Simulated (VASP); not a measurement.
# CaO in VASP: one cell, several levels of theory

Aim: gap, levels, forces and stress of CaO in the rocksalt structure, under -2.5 % biaxial strain in the (111) plane, free along [111] at fixed geometry. Runs: PBE, r2SCAN. The results are then set beside those of Ansatz 0.2.0 for the same cell.

Code: VASP 6.6.1. PAW datasets, plane waves. Calculated at 0 K for a non-magnetic cell.

### Step 1. The system as given

The cell comes from an earlier relaxation with r2SCAN in another program, then strained, with the atoms relaxed again.

The symmetry is R-3m (No. 166, trigonal); conventional cell a = 3.306 Å, c = 8.424 Å, 13.29 Å³ an atom. Around Ca lie 6 O at 2.37 Å; around O lie 6 Ca at 2.37 Å.

Coordinates:

```cif
data_structure
_symmetry_space_group_name_H-M 'R-3m:H'
_symmetry_Int_Tables_number 166
_cell_length_a 3.3059
_cell_length_b 3.3059
_cell_length_c 8.4239
_cell_angle_alpha 90.000
_cell_angle_beta 90.000
_cell_angle_gamma 120.000
_cell_volume 79.73
loop_
_atom_site_label
_atom_site_type_symbol
_atom_site_symmetry_multiplicity
_atom_site_Wyckoff_symbol
_atom_site_fract_x
_atom_site_fract_y
_atom_site_fract_z
_atom_site_occupancy
Ca1 Ca 3 a 0.00000 0.00000 0.00000 1
O1 O 3 b 0.66667 0.33333 0.83333 1
```

### Step 2. PBE

Contents of INCAR:

```
ENCUT = 520.000000
SIGMA = 0.020000
EDIFF = 1.00e-07
GGA = PE
PREC = Accurate
IBRION = -1
ISIF = 2
ISMEAR = -1
NBANDS = 15
NELM = 120
NSW = 0
LASPH = .TRUE.
LCHARG = .FALSE.
LWAVE = .FALSE.
LREAL = .FALSE.
```

Contents of KPOINTS:

```
KPOINTS created by Atomic Simulation Environment
0
Gamma
10 10 10
0 0 0
```

Contents of KPOINTS_OPT:

```
special points
7
Reciprocal
0.0000000000 0.0000000000 0.0000000000 1
0.5000000000 0.0000000000 0.5000000000 1
0.6250000000 0.2500000000 0.6250000000 1
0.3750000000 0.3750000000 0.7500000000 1
0.5000000000 0.5000000000 0.5000000000 1
0.5000000000 0.2500000000 0.7500000000 1
0.0000000000 0.5000000000 0.5000000000 1
```

Contents of POSCAR:

```
Ca O
 1.0000000000000000
     0.0627784168000000    2.4003897896000002    2.4003897896000002
     2.4003897896000002    0.0627784168000000    2.4003897896000002
     2.4003897896000002    2.4003897896000002    0.0627784168000000
 Ca  O
   1   1
Cartesian
  0.0000000000000000  0.0000000000000000  0.0000000000000000
  2.4317789980000004  2.4317789980000004  2.4317789979999995
```

The run uses the recommended PBE PAW datasets (16 valence electrons a neutral cell).

Started as:

```bash
mpirun -np 1 vasp_std
```

Standard output, without the iteration lines:

```text
POSCAR found type information on POSCAR CaO
 POSCAR found :  2 types and       2 ions
 LDA part: xc-table for (Slater+PW92), standard interpolation
 POSCAR, INCAR and KPOINTS ok, starting setup
 FFT: planning ... GRIDC
 FFT: planning ... GRID_SOFT
 FFT: planning ... GRID
 WAVECAR not read
 entering main loop
 Start KPOINTS_OPT (optional k-point list driver)
k-point batch [1-7\7]
```

OSZICAR:

```text
N       E                     dE             d eps       ncg     rms          rms(c)
DAV:   1     0.124269258156E+03    0.12427E+03   -0.84650E+03  3480   0.110E+03
DAV:   2    -0.916949591044E+01   -0.13344E+03   -0.12486E+03  4293   0.292E+02
DAV:   3    -0.143297724811E+02   -0.51603E+01   -0.51265E+01  4148   0.593E+01
DAV:   4    -0.144686223649E+02   -0.13885E+00   -0.13877E+00  4859   0.881E+00
DAV:   5    -0.144704068962E+02   -0.17845E-02   -0.17845E-02  4080   0.910E-01    0.858E+00
DAV:   6    -0.128180801838E+02    0.16523E+01   -0.49366E+00  4020   0.222E+01    0.347E+00
DAV:   7    -0.127536287294E+02    0.64451E-01   -0.39329E-01  3949   0.659E+00    0.178E+00
DAV:   8    -0.127510242397E+02    0.26045E-02   -0.73852E-02  4593   0.292E+00    0.424E-01
DAV:   9    -0.127493504499E+02    0.16738E-02   -0.48634E-03  3585   0.601E-01    0.107E-01
DAV:  10    -0.127499778388E+02   -0.62739E-03   -0.70207E-04  4292   0.247E-01    0.397E-02
DAV:  11    -0.127499527078E+02    0.25131E-04   -0.55444E-05  4212   0.873E-02    0.808E-03
DAV:  12    -0.127499525016E+02    0.20623E-06   -0.71183E-06  4026   0.262E-02    0.202E-03
DAV:  13    -0.127499526109E+02   -0.10934E-06   -0.31980E-07  4421   0.488E-03    0.369E-04
DAV:  14    -0.127499526026E+02    0.82598E-08   -0.21993E-08  2209   0.147E-03
   1 F= -.12749953E+02 E0= -.12749953E+02  d E =-.416861E-13
       N       E                     dE             ncg
DAV:   1     0.286537512802E+04   -0.47652E+04      210
DAV:   2     0.202535338382E+04   -0.84002E+03      252
DAV:   3     0.199836468200E+04   -0.26989E+02      252
DAV:   4     0.199750641682E+04   -0.85827E+00      276
DAV:   5     0.199749759912E+04   -0.88177E-02      245
DAV:   6     0.199749739455E+04   -0.20457E-03      261
DAV:   7     0.199749738886E+04   -0.56893E-05      258
DAV:   8     0.199749738867E+04   -0.18120E-06      200
DAV:   9     0.199749738867E+04   -0.51637E-08      196
```

The lines after F= are the extra pass for the points of KPOINTS_OPT, at fixed density; their E is not a total energy.

From OUTCAR:

```text
k-points           NKPTS =    116   k-points in BZ     NKDIM =    116   number of bands    NBANDS=     15

   NELECT =      16.0000    total number of electrons

   dimension x,y,z NGX =    28 NGY =   28 NGZ =   28
   dimension x,y,z NGXF=    56 NGYF=   56 NGZF=   56

  energy-cutoff  :      520.00
  volume of cell :       26.58
      direct lattice vectors                 reciprocal lattice vectors
     0.062778417  2.400389790  2.400389790    -0.216654473  0.211132631  0.211132631
     2.400389790  0.062778417  2.400389790     0.211132631 -0.216654473  0.211132631
     2.400389790  2.400389790  0.062778417     0.211132631  0.211132631 -0.216654473

 k-points in reciprocal lattice and weights: KPOINTS created by Atomic Simulation Env
   0.00000000  0.00000000  0.00000000       0.001
   0.10000000 -0.00000000 -0.00000000       0.006
   0.20000000 -0.00000000 -0.00000000       0.006
   0.30000000 -0.00000000 -0.00000000       0.006
   0.40000000 -0.00000000  0.00000000       0.006
   0.50000000  0.00000000  0.00000000       0.003
   0.10000000  0.10000000 -0.00000000       0.006
   0.20000000  0.10000000 -0.00000000       0.012
[... 108 more k-points ...]

 E-fermi :   3.1522

 k-point     1 :       0.0000    0.0000    0.0000
  band No.  band energies     occupation
      1     -34.8699      2.00000
      2     -15.6039      2.00000
      3     -15.5939      2.00000
      4     -15.5939      2.00000
      5     -13.0099      2.00000
      6       2.5190      2.00000
      7       2.6585      2.00000
      8       2.6585      2.00000
      9       7.6371      0.00000
     10       8.7095      0.00000
     11       9.0518      0.00000
     12       9.0518      0.00000
     13      10.5273      0.00000
     14      10.5273      0.00000
     15      17.9594      0.00000

 k-point     2 :       0.1000   -0.0000   -0.0000
  band No.  band energies     occupation
      1     -34.8575      2.00000
      2     -15.7728      2.00000
      3     -15.6076      2.00000
      4     -15.6017      2.00000
      5     -12.8281      2.00000
      6       2.2613      2.00000
      7       2.3837      2.00000
      8       2.5094      2.00000
      9       8.0806      0.00000
     10       8.9051      0.00000
     11       9.0199      0.00000
     12       9.2386      0.00000
     13      10.7851      0.00000
     14      10.7856      0.00000
     15      18.4112      0.00000

 k-point     3 :       0.2000   -0.0000   -0.0000
  band No.  band energies     occupation
      1     -34.8249      2.00000
      2     -16.1599      2.00000
      3     -15.6219      2.00000
      4     -15.6199      2.00000
      5     -12.4299      2.00000
      6       1.4652      2.00000
      7       1.9938      2.00000
      8       2.1527      2.00000
      9       8.8517      0.00000
     10       9.1786      0.00000
     11       9.5692      0.00000
     12       9.7589      0.00000
     13      11.4485      0.00000
     14      11.4539      0.00000
     15      19.1205      0.00000

 k-point     4 :       0.3000   -0.0000   -0.0000
  band No.  band energies     occupation
      1     -34.7843      2.00000
      2     -16.5497      2.00000
      3     -15.6467      2.00000
      4     -15.6348      2.00000
      5     -12.0241      2.00000
      6       0.6510      2.00000
      7       1.5801      2.00000
      8       1.7636      2.00000
      9       9.1469      0.00000
     10      10.0254      0.00000
     11      10.4799      0.00000
     12      10.5533      0.00000
     13      12.2849      0.00000
     14      12.2972      0.00000
     15      18.7536      0.00000

 k-point     5 :       0.4000   -0.0000    0.0000
  band No.  band energies     occupation
      1     -34.7511      2.00000
      2     -16.8228      2.00000
      3     -15.6665      2.00000
      4     -15.6467      2.00000
      5     -11.7359      2.00000
      6       0.0732      2.00000
      7       1.2799      2.00000
      8       1.4802      2.00000
      9       9.5706      0.00000
     10      10.7730      0.00000
     11      11.1427      0.00000
     12      11.2855      0.00000
     13      13.0475      0.00000
     14      13.0611      0.00000
     15      17.8882      0.00000

 k-point     6 :       0.5000    0.0000    0.0000
  band No.  band energies     occupation
      1     -34.7384      2.00000
      2     -16.9199      2.00000
      3     -15.6741      2.00000
      4     -15.6512      2.00000
      5     -11.6322      2.00000
      6      -0.1342      2.00000
      7       1.1717      2.00000
      8       1.3780      2.00000
      9       9.8197      0.00000
     10      11.1241      0.00000
     11      11.4167      0.00000
     12      11.4484      0.00000
     13      13.3925      0.00000
     14      13.4051      0.00000
     15      17.5449      0.00000

 k-point     7 :       0.1000    0.1000   -0.0000
  band No.  band energies     occupation
      1     -34.8541      2.00000
      2     -15.7860      2.00000
      3     -15.6269      2.00000
      4     -15.6182      2.00000
      5     -12.7867      2.00000
      6       1.9820      2.00000
      7       2.4849      2.00000
      8       2.5767      2.00000
      9       8.1290      0.00000
     10       8.5893      0.00000
     11       9.2451      0.00000
     12       9.4380      0.00000
     13      10.6316      0.00000
     14      11.1074      0.00000
     15      18.5458      0.00000

 k-point     8 :       0.2000    0.1000   -0.0000
  band No.  band energies     occupation
      1     -34.8289      2.00000
      2     -16.0585      2.00000
      3     -15.6536      2.00000
      4     -15.6336      2.00000
      5     -12.5078      2.00000
      6       1.4219      2.00000
      7       2.2420      2.00000
      8       2.3255      2.00000
      9       8.3182      0.00000
     10       8.9773      0.00000
     11       9.7042      0.00000
     12       9.8881      0.00000
     13      10.9758      0.00000
     14      11.7951      0.00000
     15      19.2282      0.00000

[... the tables of k-points 9 to 116 left out ...]

  Total        1.2746531      1.2746531      1.2746531     -0.3570204     -0.3570204     -0.3570204
  in kB       76.8429225     76.8429225     76.8429225    -21.5231022    -21.5231022    -21.5231022
  external PRESSURE =      76.8429225 kB  Pullay stress =       0.0000000 kB

 POSITION                                       TOTAL-FORCE (eV/Angst)
 -----------------------------------------------------------------------------------
      0.00000      0.00000      0.00000        -0.000000      0.000000      0.000000
      2.43178      2.43178      2.43178         0.000000     -0.000000     -0.000000
 -----------------------------------------------------------------------------------
    total drift:                                0.000000      0.000000      0.000000

  FREE ENERGIE OF THE ION-ELECTRON SYSTEM (eV)
  ---------------------------------------------------
  free  energy   TOTEN  =       -12.7499526026 eV

  energy  without entropy=      -12.7499526026  energy(sigma->0) =      -12.74995260
```

Hardware: 1 MPI rank of Intel Xeon 6975P-C, shared host.

The levels at the points of KPOINTS_OPT are read from vasprun.xml.

Near the gap, in eV above the top of the last filled band v; c is the band after it:

```
point    v−1      v     c   c+1
    Γ   0.00   0.00  4.98  6.05
    X  -0.47  -0.35  3.56  8.29
    U  -1.26  -0.79  5.07  8.24
    K  -1.26  -0.79  5.07  8.24
    L  -1.20  -1.20  7.09  8.38
    W  -1.14  -1.07  6.34  6.44
```

PBE gives an indirect gap of 3.56 eV, from Γ to X; the least direct gap is 3.91 eV. Pressure: 7.68 GPa; the forces vanish within 0.01 eV/Å.

(Part 1 of 2 ends here.)
